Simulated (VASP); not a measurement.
# BaH2 (P6_3/mmc) in VASP: equation of state

Aim: energy against volume of BaH2 in PBEsol, for its equilibrium volume and stiffness.

All numbers are computed with VASP 6.6.1; they aren't measurements. Logs are shortened: lines on timing, memory, paths and dates and some standing lists are left out, and cuts for length are marked.

## 1. The crystal as given

It takes space group P6_3/mmc (No. 194, hexagonal). The conventional cell has a = 4.462 Å, b = 4.462 Å, c = 6.055 Å, α = 90.00°, β = 90.00°, γ = 120.00°. Ba (site symmetry -6m2) has 3 H at 2.58 Å as nearest neighbours. H (site symmetry -3m) is surrounded by 6 Ba at 2.99 Å and 8 H at 2.99 to 3.03 Å. H (site symmetry -6m2) has 3 Ba at 2.58 Å as nearest neighbours.

The cell comes from a database or a generator and needn't be the stable form of this composition.

## 2. Equation of state, PBEsol, 16.36 Å³/atom (volume scaled by 0.94)

File INCAR:

```
SYSTEM = BaH2
PREC = Accurate ; ENCUT = 520
EDIFF = 1E-7 ; ISMEAR = -1
SIGMA = 0.05 ; LREAL = .FALSE.
LASPH = .TRUE. ; NELM = 100
ALGO = Normal ; ISIF = 2
LWAVE = .FALSE. ; LCHARG = .FALSE.
GGA = PS ; NBANDS = 21
KPAR = 2
```

File KPOINTS:

```
Automatic mesh
0
G
  7 7 5
  0 0 0
```

File POSCAR:

```
BaH2
1.0
    4.3709377580      0.0000000000      0.0000000000
   -2.1854688790      3.7853431368      0.0000000000
    0.0000000000      0.0000000000      5.9316805054
Ba H
2 4
Direct
    0.3333333333      0.6666666667      0.2500000000
    0.6666666667      0.3333333333      0.7500000000
    0.0000000000      0.0000000000      0.0000000000
    0.0000000000      0.0000000000      0.5000000000
    0.6666666667      0.3333333333      0.2500000000
    0.3333333333      0.6666666667      0.7500000000
```

Potentials or basis: VASP PAW PBE potentials, release 64 (Ba_sv, H).

Command:

```console
cat potpaw_PBE.64/Ba_sv/POTCAR potpaw_PBE.64/H/POTCAR > POTCAR
mpirun -np 2 vasp_std > vasp.out
```

OUTCAR:

```text
SYSTEM = BaH2
   PREC = Accurate
   ENCUT = 520
   EDIFF = 1E-7
   ISMEAR = -1
   LREAL = .FALSE.
   LASPH = .TRUE.
   NELM = 100
   ISIF = 2
   GGA = PS

 Found     24 irreducible k-points:

 Following reciprocal coordinates:
            Coordinates               Weight
  0.000000  0.000000  0.000000      1.000000
  0.142857 -0.000000  0.000000      6.000000
  0.285714 -0.000000  0.000000      6.000000
  0.428571 -0.000000  0.000000      6.000000
  0.142857  0.142857  0.000000      6.000000
  0.285714  0.142857  0.000000     12.000000
   k-points           NKPTS =     24   k-points in BZ     NKDIM =     24   number of bands    NBANDS=     21
   number of dos      NEDOS =    301   number of ions     NIONS =      6
   total plane-waves  NPLWV =  62208
   dimension x,y,z NGX =    36 NGY =   36 NGZ =   48
   dimension x,y,z NGXF=    72 NGYF=   72 NGZF=   96
   ions per type =               2   4
   NGX,Y,Z   is equivalent  to a cutoff of  13.69, 13.69, 13.45 a.u.
   NGXF,Y,Z  is equivalent  to a cutoff of  27.38, 27.38, 26.91 a.u.
 SYSTEM =  BaH2
   PREC   = accura    normal or accurate (medium, high low for compatibility)
   ISTART =      0    job   : 0-new  1-cont  2-samecut
   ICHARG =      2    charge: 1-file 2-atom 10-const
   ISPIN  =      1    spin polarized calculation?
   LNONCOLLINEAR =      F non collinear calculations
   LSORBIT =      F    spin-orbit coupling
   LASPH  =      T    aspherical Exc in radial PAW
   ENCUT  =  520.0 eV  38.22 Ry    6.18 a.u.   8.13  8.13 11.03*2*pi/ulx,y,z
   NELM   =    100;   NELMIN=  2; NELMDL= -5     # of ELM steps
   EDIFF  = 0.1E-06   stopping-criterion for ELM
   LREAL  =      F    real-space projection
   EDIFFG = 0.1E-05   stopping-criterion for IOM
   NSW    =      0    number of steps for IOM
   IBRION =     -1    ionic relax: 0-MD 1-quasi-New 2-CG
   NFREE  =      0    steps in history (QN), initial steepest desc. (CG)
   ISIF   =      2    stress and relaxation
   ISYM   =      2    0-nonsym 1-usesym 2-fastsym
   POTIM  = 0.5000    time-step for ionic-motion
   TEBEG  =    0.0;   TEEND  =   0.0 temperature during run
   PSTRESS=    0.0 pullay stress
   NELECT =      24.0000    total number of electrons
   NUPDOWN=      -1.0000    fix difference up-down
   EMIN   =  10.00;   EMAX   =-10.00  energy-range for DOS
   EFERMI =   0.00;   METHOD = LEGACY
   ISMEAR =    -1;   SIGMA  =   0.05  broadening in eV -4-tet -1-fermi 0-gaus
   EFERMI_NEDOS =   21; number of points for ismear=-14 and -15
   IALGO  =     38    algorithm
   IMIX   =      4    mixing-type and parameters
     AMIX     =   0.40;   BMIX     =  1.00
     AMIX_MAG =   1.60;   BMIX_MAG =  1.00
  volume/ion in A,a.u.               =      16.36       110.38
  Fermi-wavevector in a.u.,A,eV,Ry     =   1.023747  1.934602 14.259698  1.048058
  Thomas-Fermi vector in A             =   2.157497
   LORBIT       =      0    0 simple, 1 ext, 2 COOP (PROOUT), +10 PAW based schemes
   GGA     = PS    functional components
   LHFCALC =     F    Hartree Fock is set to
   AEXX    =    0.0000 exact exchange contribution
   IVDW    =     0    specifies the selected vdW correction
   LEPSILON=     F    determine dielectric tensor
   LRPA    =     F    only Hartree local field effects (RPA)
 non-spin polarized calculation
  energy-cutoff  :      520.00
  volume of cell :       98.14
 maximum number of plane-waves:      2657
 NGX is ok and might be reduce to    36
   NGX = 17   NGY = 17   NGZ = 23

 number of electron      23.9999999 magnetization

 Free energy of the ion-electron system (eV)
  ---------------------------------------------------
  ext. energy  EPLUGINS =         0.00000000
  ---------------------------------------------------
  free energy    TOTEN  =       -20.46076739 eV

  energy without entropy =      -20.46076739  energy(sigma->0) =      -20.46076739

 E-fermi :   2.1326     XC(G=0):  -9.0809

 val. band max:        1.3403846903   @ k =   0.0000   0.0000   0.0000
 cond. band min:       3.0176729369   @ k =   0.2857   0.2857   0.4000
 fundamental gap:      1.6772882467
 Fermi energy:         2.1326381818

 k-point     1 :       0.0000    0.0000    0.0000
  band No.  band energies     occupation
      1     -25.6841      2.00000
      2     -25.4577      2.00000
      3     -11.6488      2.00000
      4     -10.6782      2.00000
      5     -10.6782      2.00000
      6     -10.3831      2.00000
[... 13 lines left out ...]
     20       7.1688      0.00000
     21       7.1688      0.00000

 k-point     2 :       0.1429   -0.0000    0.0000
  band No.  band energies     occupation
      1     -25.6662      2.00000
      2     -25.4595      2.00000
      3     -11.5818      2.00000
      4     -10.7989      2.00000
      5     -10.7230      2.00000
      6     -10.5246      2.00000
[... 13 lines left out ...]
     20       7.7394      0.00000
     21       8.0826      0.00000

 k-point     3 :       0.2857   -0.0000    0.0000
  band No.  band energies     occupation
      1     -25.6212      2.00000
      2     -25.4681      2.00000
      3     -11.4024      2.00000
      4     -11.0791      2.00000
      5     -10.8125      2.00000
      6     -10.7846      2.00000
[... 13 lines left out ...]
     20       7.9195      0.00000
     21       8.6950      0.00000

 k-point     4 :       0.4286   -0.0000    0.0000
  band No.  band energies     occupation
      1     -25.5740      2.00000
      2     -25.4858      2.00000
      3     -11.3026      2.00000
      4     -11.1907      2.00000
      5     -10.9557      2.00000
      6     -10.8772      2.00000
[... 13 lines left out ...]
     20       8.3693      0.00000
     21       9.0001      0.00000

 k-point     5 :       0.1429    0.1429    0.0000
  band No.  band energies     occupation
      1     -25.6346      2.00000
      2     -25.4648      2.00000
      3     -11.4580      2.00000
      4     -10.9328      2.00000
      5     -10.9014      2.00000
      6     -10.6531      2.00000
[... 13 lines left out ...]
     20       8.2360      0.00000
     21       8.3351      0.00000

 k-point     6 :       0.2857    0.1429    0.0000
  band No.  band energies     occupation
      1     -25.5865      2.00000
      2     -25.4799      2.00000
      3     -11.2518      2.00000
      4     -11.1842      2.00000
      5     -10.9991      2.00000
      6     -10.8165      2.00000
[... 13 lines left out ...]
     20       8.4111      0.00000
     21       9.0672      0.00000

 [... further k-points ...]

------------------------ aborting loop because EDIFF is reached ----------------------------------------

  FORCE on cell =-STRESS in cart. coord.  units (eV):
  Direction    XX          YY          ZZ          XY          YZ          ZX
  --------------------------------------------------------------------------------------
  -------------------------------------------------------------------------------------
  Total        0.5004794      0.5004794     -0.2464127      0.0000000      0.0000000     -0.0000000
  in kB        8.1703219      8.1703219     -4.0226844      0.0000000      0.0000000     -0.0000000
  external PRESSURE =       4.1059865 kB  Pullay stress =       0.0000000 kB

 VOLUME and BASIS-vectors are now :
 -----------------------------------------------------------------------------
  energy-cutoff  :      520.00
  volume of cell :       98.14
      direct lattice vectors                 reciprocal lattice vectors
     4.370937758  0.000000000  0.000000000     0.228783857  0.132088422  0.000000000
    -2.185468879  3.785343137  0.000000000     0.000000000  0.264176843  0.000000000
     0.000000000  0.000000000  5.931680505     0.000000000  0.000000000  0.168586288

 POSITION                                       TOTAL-FORCE (eV/Angst)
 -----------------------------------------------------------------------------------
     -0.00000      2.52356      1.48292         0.000000      0.000000      0.000000
      2.18547      1.26178      4.44876        -0.000000      0.000000      0.000000
      0.00000      0.00000      0.00000         0.000000      0.000000      0.000000
      0.00000      0.00000      2.96584        -0.000000      0.000000      0.000000
      2.18547      1.26178      1.48292        -0.000000      0.000000      0.000000
     -0.00000      2.52356      4.44876         0.000000     -0.000000      0.000000
 -----------------------------------------------------------------------------------
    total drift:                               -0.000000      0.000000     -0.000000

  FREE ENERGIE OF THE ION-ELECTRON SYSTEM (eV)
  ---------------------------------------------------
  free  energy   TOTEN  =       -20.4607673911 eV

  energy  without entropy=      -20.4607673867  energy(sigma->0) =      -20.46076739
```

Run time: 39 s. Hardware: 2 MPI ranks of AMD EPYC 7R13 (Zen 3), shared host; peak memory 0.23 GiB.

What came out:

```yaml
Free_energy: -20.4608 eV
Pressure: 0.4 GPa
Band_gap_on_the_k_mesh: 1.68 eV, indirect (least direct gap 2.50 eV)
```

Caveat: the PAW data sets were made with another functional, which shifts forces and pressure a little; spin-orbit coupling is left out, which moves the levels of the heavy elements; an odd mesh through Γ misses points on the zone boundary, where band edges often lie.

[end of part 1 of 2]
